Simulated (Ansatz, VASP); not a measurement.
One calculation of Al2Pt, two programs

The input INCAR:

```
SYSTEM = Al2Pt
PREC     = Accurate       ! precision mode
ENCUT    = 520            ! plane-wave cutoff, eV
EDIFF    = 1E-6           ! SCF threshold, eV
ISMEAR   = -1             ! smearing method
SIGMA    = 0.05           ! smearing width, eV
LREAL    = .False.        ! projectors in reciprocal space
LASPH    = .True.         ! aspherical terms in the spheres
NELM     = 80             ! most SCF steps
ALGO     = Fast           ! electronic algorithm
ISIF     = 2              ! what is computed and relaxed
LWAVE    = .False.        ! write WAVECAR
LCHARG   = .False.        ! write CHGCAR
GGA      = PE             ! functional
NBANDS   = 15             ! bands
```

The input KPOINTS:

```
regular mesh
0
Gamma
  8 8 8
  0 0 0
```

The input POSCAR:

```
Al2Pt
1.0
    0.0000000000      2.9745701068      2.9745701068
    2.9745701068      0.0000000000      2.9745701068
    2.9745701068      2.9745701068      0.0000000000
Pt Al
1 2
Direct
    0.0000000000      0.0000000000      0.0000000000
    0.7500000000      0.7500000000      0.7500000000
    0.2500000000      0.2500000000      0.2500000000
```

input.yaml

```yaml
crystal:
  lattice:
    - [0.0, 2.9745701068, 2.9745701068]
    - [2.9745701068, 0.0, 2.9745701068]
    - [2.9745701068, 2.9745701068, 0.0]
  atoms:
    - { symbol: Pt, position: [0.0, 0.0, 0.0] }
    - { symbol: Al, position: [0.75, 0.75, 0.75] }
    - { symbol: Al, position: [0.25, 0.25, 0.25] }
hamiltonian:
  xc: pbe
  pseudopotentials: { kind: paw }
kpoints:
  mp_grid: { grid: [8, 8, 8] }
scf:
  occupations: { method: fermi_dirac, width: 0.05 }
output:
  forces: true
  stress: true
  eigenvalues: true
```

Alike in both runs: task single point; functional PBE; k mesh 8 × 8 × 8; occupations fermi-dirac, width 0.05 eV; no spin polarisation.

```csv
,VASP,Ansatz
version,VASP 6.6.1,Ansatz 0.2.0
potentials or method,"VASP PAW PBE potentials, release 64 (Pt, Al)",Ansatz PAW
plane-wave cutoff (eV),520,420
valence electrons in the cell,16,24
```

VASP gave:

- gap on the k mesh at the Fermi level (eV): none
- pressure (GPa): -0.3

Task: Which values does Ansatz return?

Result: gap on the k mesh at the Fermi level (eV): none; pressure (GPa): -0.2.

A gap of «none» marks a metal or a gap that the smearing closes. The two sets of potentials don't hold the same shells in valence.

Spin-orbit coupling is left out, which matters for the levels of Pt.
